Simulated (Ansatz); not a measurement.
# Si(111) with Br on 25 % of the top atoms and H on the rest: bands and core levels, part 2 of 2

Aim: core-level components, unfolded bands and work function of Si(111) with Br on 25 % of the top atoms and H on the rest.

Ansatz 0.2.0; DFT, PBE, plane-wave PAW, scalar-relativistic; PAW set soft_1.

So far, gap on the k-mesh (eV): step 2 (relaxation) 1.11.

**3. Bands by layer (continued)**

Maxima picked by a test of local sharpness, so broad peaks and shoulders can be missing; peaks within 0.45 eV of a curve's cut are left out. Valence peaks, by row:

| photon energy (eV) | binding energy (eV) | height (% of the maximum within 13 eV) | main shell | its share (%) |
| --- | --- | --- | --- | --- |
| 21.2 | 8.944 | 11.88 | H 1s | 40.97 |
| 21.2 | 8.194 | 11.99 | H 1s | 47.66 |
| 21.2 | 6.494 | 21.5 | H 1s | 47.18 |
| 21.2 | 5.394 | 25.8 | H 1s | 48.58 |
| 21.2 | 2.494 | 100 | Br 4p | 78.43 |
| 60 | 15.09 | 18.68 | Br 4s | 84.06 |
| 60 | 9.094 | 57.1 | Si 3s | 73.58 |
| 60 | 6.494 | 64.82 | Si 3s | 50.63 |
| 60 | 3.594 | 100 | Si 3p | 66.39 |
| 60 | 2.494 | 99.78 | Si 3p | 73.72 |
| 60 | 1.694 | 100 | Si 3p | 82.55 |
| 150 | 15.09 | 20.37 | Br 4s | 87.74 |
| 150 | 9.094 | 51.67 | Si 3s | 75.44 |
| 150 | 6.494 | 57.75 | Si 3s | 53.23 |
| 150 | 2.294 | 100 | Si 3p | 76.41 |
| 150 | 1.694 | 97.94 | Si 3p | 82.97 |
| 1487 | 15.09 | 42.28 | Br 4s | 93.35 |
| 1487 | 9.144 | 84.95 | Si 3s | 92.63 |
| 1487 | 6.544 | 76.2 | Si 3s | 82.7 |
| 1487 | 2.444 | 100 | Br 4p | 63.55 |
| 5415 | 15.09 | 80.34 | Br 4s | 96.3 |
| 5415 | 9.194 | 100 | Si 3s | 94.95 |
| 5415 | 6.544 | 84.53 | Si 3s | 90.13 |
| 5415 | 2.444 | 74.01 | Br 4p | 70.25 |

From the valence-band maximum. The planar mean, electrostatic potential by z:

z (Å), planar mean, electrostatic potential (eV) and a bar from the least value:
```
        0        4.9 ##############################
        1        4.7 #############################
        2        4.7 #############################
        3        4.7 #############################
        4        4.7 #############################
        5        4.7 #############################
        6        4.5 #############################
        7        2.3 ########################
        8       -3.7 ############
        9       -9.4 #
       10       -0.1 ####################
       11       -2.0 ################
       12      -10.0 
       13       -2.1 ################
       14        0.0 ####################
       15       -9.5 #
       16       -3.7 ############
       17        2.2 ########################
       18        2.3 ########################
       19        5.0 ##############################
       20        5.1 ##############################
       21        5.2 ##############################
       22        5.2 ##############################
       23        5.2 ##############################
       24        5.1 ##############################
```

Shapes are the site's partial DOS without matrix elements, which overweights lines from ligand s bands. Table of intensity by emission energy less the core level's binding energy, zero at the valence-band maximum; read off at these points; 7 of 10 lines; values in % of the unpolarised maximum:

| emission energy less the core level's binding energy (eV) | Br K-beta valence | Br K-beta valence, E along x | Br K-beta valence, E along y | Br K-beta valence, E along z | Br L3-N1 | Si K-beta | Si K-beta, E along x |
| --- | --- | --- | --- | --- | --- | --- | --- |
| -16.0 | 1.78 | 1.54 | 1.54 | 2.26 | 62.6 | 0.769 | 0.593 |
| -15.0 | 2.12 | 1.79 | 1.79 | 2.78 | 99.1 | 1.15 | 0.787 |
| -14.0 | 2.50 | 2.12 | 2.12 | 3.26 | 53.2 | 1.12 | 0.995 |
| -13.0 | 3.03 | 2.54 | 2.54 | 4.01 | 23.8 | 1.46 | 1.45 |
| -12.0 | 3.85 | 3.11 | 3.11 | 5.35 | 13.1 | 2.55 | 2.62 |
| -11.0 | 5.13 | 3.89 | 3.89 | 7.61 | 9.37 | 5.87 | 6.17 |
| -10.0 | 7.03 | 5.00 | 5.00 | 11.1 | 8.19 | 11.2 | 12.0 |
| -9.0 | 9.73 | 6.65 | 6.65 | 15.9 | 7.46 | 15.0 | 16.6 |
| -8.0 | 13.6 | 9.23 | 9.23 | 22.4 | 6.40 | 14.3 | 15.6 |
| -7.0 | 19.8 | 13.6 | 13.6 | 32.2 | 5.81 | 21.8 | 20.9 |
| -6.0 | 29.8 | 21.7 | 21.7 | 46.0 | 5.64 | 27.9 | 26.4 |
| -5.0 | 46.3 | 38.4 | 38.4 | 62.3 | 4.85 | 26.0 | 23.4 |
| -4.0 | 72.2 | 71.9 | 71.9 | 73.0 | 4.05 | 66.4 | 59.3 |
| -3.0 | 96.3 | 115 | 115 | 58.1 | 2.32 | 88.1 | 84.7 |
| -2.6 | 99.9 | 125 | 125 | 49.2 | 1.87 | 95.8 | 95.3 |
| -2.4 | 99.4 | 127 | 127 | 45.0 | 1.72 | 98.8 | 103 |
| -2.0 | 93.2 | 121 | 121 | 37.7 | 1.50 | 99.6 | 104 |
| -1.0 | 59.8 | 78.0 | 78.0 | 23.4 | 1.11 | 64.7 | 71.0 |
| 0.0 | 31.5 | 40.4 | 40.4 | 13.6 | 0.823 | 18.3 | 23.2 |
| 1.0 | 17.6 | 22.2 | 22.2 | 8.50 | 0.675 | 4.75 | 5.22 |

Shapes are the site's partial DOS without matrix elements, which overweights lines from ligand s bands. Emission peaks, by row:

| line | energy (eV) | height (%) |
| --- | --- | --- |
| Br K-beta valence | -2.544 | 100 |
| Br K-beta valence, E along x | -2.394 | 126.6 |
| Br K-beta valence, E along y | -2.394 | 126.6 |
| Br K-beta valence, E along z | -4.044 | 73.03 |
| Br L3-N1 | -15.09 | 100 |
| Si K-beta | -6.444 | 30.18 |
| Si K-beta | -2.194 | 100 |
| Si K-beta, E along x | -6.444 | 27.52 |
| Si K-beta, E along x | -2.194 | 106.4 |
| Si K-beta, E along y | -6.444 | 27.52 |
| Si K-beta, E along y | -2.194 | 106.4 |
| Si K-beta, E along z | -8.994 | 11.95 |
| Si K-beta, E along z | -6.444 | 35.49 |
| Si K-beta, E along z | -5.344 | 31.83 |
| Si K-beta, E along z | -3.644 | 88.97 |
| Si K-beta, E along z | -2.794 | 100.1 |
| Si K-beta, E along z | -1.644 | 101.3 |
| Si L2,3 | -9.094 | 100 |
| Si L2,3 | -7.344 | 56.83 |
| Si L2,3 | -6.544 | 86.47 |
| Si L2,3 | -5.944 | 59.23 |
| Si L2,3 | -4.344 | 20.73 |
| Si L2,3 | -3.594 | 28.15 |
| Si L2,3 | -2.644 | 16.54 |
| Si L2,3 | -1.694 | 13.66 |

The broadened DOS, unweighted empty DOS by E, zero at the valence-band maximum; read off at these points:

E (eV), broadened DOS, unweighted empty DOS (states/eV/cell) and a bar:
```
    -0.97        0.0 
    -0.77        0.0 
    -0.67        0.0 
    -0.47        0.0 
    -0.27        0.0 
    -0.07        0.0 
     0.03        0.0 
     0.23        0.0 
     0.43        0.0 
     0.63        0.2 
     0.73        0.4 #
     0.93        1.7 ##
     1.13        3.3 ####
     1.23        3.7 #####
     1.43        4.1 #####
     1.63        6.4 ########
     1.83       10.8 ##############
     1.93       12.5 ################
     2.13       13.7 ##################
     2.33       14.0 ##################
     2.43       14.7 ###################
     2.63       16.8 ######################
     2.83       18.2 ########################
     3.03       18.7 ########################
     3.13       18.9 #########################
     3.33       20.2 ##########################
     3.53       21.3 ############################
     3.73       19.8 ##########################
     3.83       19.2 #########################
     4.03       23.0 ##############################
```

The spectra weight each projected shell by its atomic cross section (Dirac–Hartree–Slater) and angular factor, for linear light with the analyser at 0° from the polarisation. Broadening, on top of any smearing of the DOS itself: a Gaussian of 0.35 eV and a Lorentzian of 0.1 eV plus 0.08 times the binding energy (full widths), Fermi edge at 300 K. Each atom is damped by exp[−depth/(λ cos θ)], θ = 45° from the normal, λ from the universal curve. Curves are cut 10 eV under the photon energy, above any shell that the free atom's threshold puts out of reach, or at the lower edge of the window: 11.2 eV at 21.2 eV, 17 eV at 60 eV, 17 eV at 150 eV, 17 eV at 1486.7 eV and 17 eV at 5414.7 eV. Dipole terms alone, which is rough above 3 keV; no background, satellites or final-state effects.

How the area divides among the shells (%):

| shell | 21.2 eV | 60 eV | 150 eV | 1486.7 eV | 5414.7 eV |
| --- | --- | --- | --- | --- | --- |
| Br 4s | 0.0 | 5.1 | 6.4 | 11.7 | 21.2 |
| Br 4p | 55.0 | 3.6 | 6.5 | 20.2 | 15.2 |
| H 1s | 28.3 | 9.0 | 1.5 | 0.1 | 0.0 |
| Si 3s | 6.5 | 31.9 | 32.2 | 54.3 | 60.2 |
| Si 3p | 10.2 | 50.3 | 53.4 | 13.6 | 3.3 |

Regions along c: top from 15.2 to 21.8 Å, middle from 9.8 to 15.0 Å, bottom from 3.0 to 9.7 Å.

States with weight above 0.08 nearest the zero at Γ of the zone, within the window kept, -7.4 to 4.9 eV (levels that the program groups as degenerate share a row):

| E (eV) | weight, total | weight, top | weight, middle | weight, bottom |
| --- | --- | --- | --- | --- |
| -2.62 | 0.14 | 0.13 | 0.00 | 0.00 |
| -2.37 | 0.08 | 0.08 | 0.00 | 0.00 |
| -1.71 | 0.09 | 0.08 | 0.00 | 0.00 |
| -1.24 | 0.97 | 0.18 | 0.55 | 0.22 |
| -0.85 | 1.99 | 0.16 | 1.43 | 0.33 |
| -0.44 | 1.98 | 0.44 | 0.56 | 0.85 |
| 0.00 | 1.99 | 0.31 | 1.01 | 0.59 |
| 1.85 | 0.91 | 0.11 | 0.60 | 0.18 |
| 2.19 | 0.96 | 0.22 | 0.32 | 0.38 |
| 2.54 | 0.95 | 0.11 | 0.56 | 0.26 |

The largest force component on a free atom is 0.002 eV/Å, so the atoms are at rest for these settings too.

**4. Z+1 stand-in on atom 5**

System of this step: Si23PH7Br. The cell holds 32 atoms: 1 Br, 7 H, 1 P and 23 Si. Its edges and angles: a = 7.679 Å, b = 7.679 Å, c = 24.774 Å, α = 90.0°, β = 90.0°, γ = 60.0°. It derives from Si. Regions: ad, 4 atoms (1 Br and 3 H); L1, 4 atoms (1 P and 3 Si); L2, 4 atoms (4 Si); L3, 4 atoms (4 Si); mid, 4 atoms (4 Si); rest, 12 atoms (8 Si and 4 H). Vacuum lies along c.

An atom with a screened core hole acts much like the next element, so total energies with that element on different sites give core-level shifts.

File input.yaml:

```yaml
crystal:
  lattice:
    - [7.6791796437, 0.0, 0.0]
    - [3.8395898218, 6.6503646517, 0.0]
    - [0.0, 0.0, 24.7737769138]
  atoms:
    - { symbol: Br, position: [0.0, 0.0, 0.717528971] }
    - { symbol: H, position: [0.5004599934, -0.0009199868, 0.6883948844] }
    - { symbol: H, position: [-0.0009199868, 0.5004599934, 0.6883948844] }
    - { symbol: H, position: [0.5004599934, 0.5004599934, 0.6883948844] }
    - { symbol: P, position: [0.0, 0.0, 0.6257931318] }
    - { symbol: Si, position: [0.4997074308, 0.0005851383, 0.6278022319] }
    - { symbol: Si, position: [0.0005851383, 0.4997074308, 0.6278022319] }
    - { symbol: Si, position: [0.4997074308, 0.4997074308, 0.6278022319] }
[... 20 atom lines left out ...]
    - { symbol: H, position: [0.0, 0.0, 0.282556835] }
    - { symbol: H, position: [0.5, 0.0, 0.282556835] }
    - { symbol: H, position: [0.0, 0.5, 0.282556835] }
    - { symbol: H, position: [0.5, 0.5, 0.282556835] }
kpoints:
  mp_grid: { grid: [3, 3, 1] }
scf:
  occupations: { method: fermi_dirac, width: 0.02 }
  n_extra_bands: 25
hamiltonian:
  xc: pbe
  pseudopotentials: { kind: paw, azcp: { folder: soft_1 } }
output:
  forces: true
  write_potential: true
  volumetric_format: []
efield:
  axis: 3
  dipole_correction: true
```

Launch:

```console
ansatz run input.yaml --threads 4 --pin off --max-ram 11264MiB --backend cpu --events-out ev --progress --plain --runs-dir out
```

Wall time 10 s (4 threads of AMD EPYC 9B14 (Zen 4), shared host); peak memory 1.8 GiB.

This run has no spin polarisation although its electron count is odd.

Numbers from this step:

| Property | Result |
| --- | --- |
| free energy | -18272.6924 eV |
| energy at zero smearing | -18272.6811 eV |
| smearing term TS | 0.02253 eV |
| Fermi energy | 0.6399 eV |

**5. Z+1 stand-in on atom 8**

System of this step: Si23PH7Br. The cell holds 32 atoms: 1 Br, 7 H, 23 Si and 1 P. Cell: a = 7.679 Å, b = 7.679 Å, c = 24.774 Å, α = 90.0°, β = 90.0°, γ = 60.0°. It derives from Si. Regions: ad, 4 atoms (1 Br and 3 H); L1, 4 atoms (3 Si and 1 P); L2, 4 atoms (4 Si); L3, 4 atoms (4 Si); mid, 4 atoms (4 Si); rest, 12 atoms (8 Si and 4 H). Vacuum lies along c.

The same swap on atom 8.

Changes to input.yaml since step 4:

```diff
@@ -10,6 +10,6 @@
     - { symbol: H, position: [0.5004599934, 0.5004599934, 0.6883948844] }
-    - { symbol: P, position: [0.0, 0.0, 0.6257931318] }
+    - { symbol: Si, position: [0.0, 0.0, 0.6257931318] }
     - { symbol: Si, position: [0.4997074308, 0.0005851383, 0.6278022319] }
     - { symbol: Si, position: [0.0005851383, 0.4997074308, 0.6278022319] }
-    - { symbol: Si, position: [0.4997074308, 0.4997074308, 0.6278022319] }
+    - { symbol: P, position: [0.4997074308, 0.4997074308, 0.6278022319] }
     - { symbol: Si, position: [0.8323515742, 0.3352968515, 0.5960583207] }
```

It took 14 s on 4 threads; peak memory 2.2 GiB; 47 s of CPU time.

This step gave:

```
free energy             : -18273.2370 eV
energy at zero smearing : -18273.2254 eV
smearing term TS        : 0.02331 eV
Fermi energy            : 0.7263 eV
symmetry operations     : 2
```

**6. Z+1 stand-in on atom 9**

System of this step: Si23PH7Br. The cell holds 32 atoms: 1 Br, 7 H, 23 Si and 1 P. Cell: a = 7.679 Å, b = 7.679 Å, c = 24.774 Å, α = 90.0°, β = 90.0°, γ = 60.0°. It derives from Si. Regions: ad, 4 atoms (1 Br and 3 H); L1, 4 atoms (4 Si); L2, 4 atoms (1 P and 3 Si); L3, 4 atoms (4 Si); mid, 4 atoms (4 Si); rest, 12 atoms (8 Si and 4 H). Vacuum lies along c.

The same swap on atom 9.

Changes to input.yaml since step 5:

```diff
@@ -13,4 +13,4 @@
     - { symbol: Si, position: [0.0005851383, 0.4997074308, 0.6278022319] }
-    - { symbol: P, position: [0.4997074308, 0.4997074308, 0.6278022319] }
-    - { symbol: Si, position: [0.8323515742, 0.3352968515, 0.5960583207] }
+    - { symbol: Si, position: [0.4997074308, 0.4997074308, 0.6278022319] }
+    - { symbol: P, position: [0.8323515742, 0.3352968515, 0.5960583207] }
     - { symbol: Si, position: [0.3333333333, 0.3333333333, 0.5962947177] }
```

Elapsed: 14 s, on 4 threads; peak memory 2.2 GiB.

Numbers from this step:

```yaml
free_energy: -18273.3936 eV
energy_at_zero_smearing: -18273.3817 eV
smearing_term_ts: 0.02385 eV
fermi_energy: 0.7238 eV
```

**7. Z+1 stand-in on atom 17**

System of this step: Si23PH7Br. The cell holds 32 atoms: 1 Br, 7 H, 23 Si and 1 P. Cell: a = 7.679 Å, b = 7.679 Å, c = 24.774 Å, α = 90.0°, β = 90.0°, γ = 60.0°. It derives from Si. Regions: ad, 4 atoms (1 Br and 3 H); L1, 4 atoms (4 Si); L2, 4 atoms (4 Si); L3, 4 atoms (4 Si); mid, 4 atoms (1 P and 3 Si); rest, 12 atoms (8 Si and 4 H). Vacuum lies along c.

The same swap on atom 17.

Changes to input.yaml since step 6:

```diff
@@ -14,3 +14,3 @@
     - { symbol: Si, position: [0.4997074308, 0.4997074308, 0.6278022319] }
-    - { symbol: P, position: [0.8323515742, 0.3352968515, 0.5960583207] }
+    - { symbol: Si, position: [0.8323515742, 0.3352968515, 0.5960583207] }
     - { symbol: Si, position: [0.3333333333, 0.3333333333, 0.5962947177] }
@@ -22,3 +22,3 @@
     - { symbol: Si, position: [0.3332135817, 0.8333932092, 0.5006033258] }
-    - { symbol: Si, position: [0.1667771864, 0.1667771864, 0.4684389826] }
+    - { symbol: P, position: [0.1667771864, 0.1667771864, 0.4684389826] }
     - { symbol: Si, position: [0.6664456272, 0.1667771864, 0.4684389826] }
```

It took 14 s on 4 threads; peak memory 2.2 GiB; 49 s of CPU time.

This step gave:

```
free energy             : -18273.3950 eV
energy at zero smearing : -18273.3831 eV
smearing term TS        : 0.02383 eV
Fermi energy            : 0.6391 eV
```

**8. Shifts from the Z+1 runs**

An atom with a screened core hole acts like the next element, so the difference of two such total energies is the shift between the two sites; positive is more bound. Shifts count from the last listed atom of each element.

| atom | region | replaced by | shell meant | free energy (eV) | shift (eV) |
| --- | --- | --- | --- | --- | --- |
| Si5 | layer 1 | P | 2p | -18272.692 | +0.70 |
| Si8 | layer 1 | P | 2p | -18273.237 | +0.16 |
| Si9 | layer 2 | P | 2p | -18273.394 | +0.00 |
| Si17 | middle | P | 2p | -18273.395 | +0.00 |

The stand-in's nearest image is 7.7 Å away. The method gives no absolute levels and the same shift for every shell of an atom.

**9. Summary of results**

```yaml
ionisation_potential: 5.16 eV (upper face; lower face 4.68 eV)
electron_affinity_kohn_sham: 4.05 eV (slab's lowest empty level against the upper vacuum)
si_core_shifts_among_the_listed_atoms_from_the_last_listed_one: +0.00 to +0.70 eV
```

What this shows: The valence top of Si(111) with Br on 25 % of the top atoms and H on the rest lies 5.16 eV (upper face; lower face 4.68 eV) below the vacuum and the lowest empty level 4.05 eV below the vacuum of the upper face. Only the strongest levels a point were stored, too few to count surface states. The upper face's value lies 0.48 eV above that of the hydrogen-covered lower face; the difference is the dipole step of the groups. Core shifts by the Z+1 route: Si +0.00 to +0.70 eV. Among the sites run, the most bound Si 2p level is that of Si5 (layer 1), bonded to 3 Si and 1 Br; the least bound, 0.70 eV shallower, that of Si17 (middle), tied with Si9, bonded to 4 Si. That is the order that electronegative neighbours give as a rule, though screening of the hole enters too. With the next element in place the extra electron enters the lowest empty band of the cell, and its attraction to the stand-in enters the order. At 21.2 eV the valence spectrum has its highest listed peaks within 10.8 eV at 2.5 eV (Br 4p) and 5.4 eV (mixed, H 1s leading). At 1486.7 eV the valence spectrum has its highest listed peaks within 13 eV at 2.4 eV (Br 4p), 6.5 eV (Si 3s) and 9.1 eV (Si 3s). The shell named is the one with most of the intensity, cross sections included, not always the one with most states there. In the main run, from 1486.7 eV towards hard X-rays the Br 4s share grows by 9 points, as its cross section falls more slowly with photon energy than those of the shells it gains on. The spectra rest on a 3×3×1 mesh, so closely spaced maxima can be ripples of the mesh. The slab's own atoms span 7.1 Å, so bulk bands appear as a few quantum-well levels, and states of the two faces can mix. The affinity uses the Kohn–Sham gap, which is too small, so the true affinity is lower and the true ionisation potential usually higher.

[Logs are printed without paths, hosts, clocks, repeated set-up lines and the standing remarks that a program may print on its own settings, such as how far it seeks lower states.]

[Hosts, paths, dates, database ids (printed as entryN), source tags and the programs' standing remarks are cut or masked in the printed files.]

[Maps of the electrostatic potential energy from Ansatz leave out the sawtooth potential of an applied field or a dipole correction, so their vacuum need not be flat; work functions include it.]
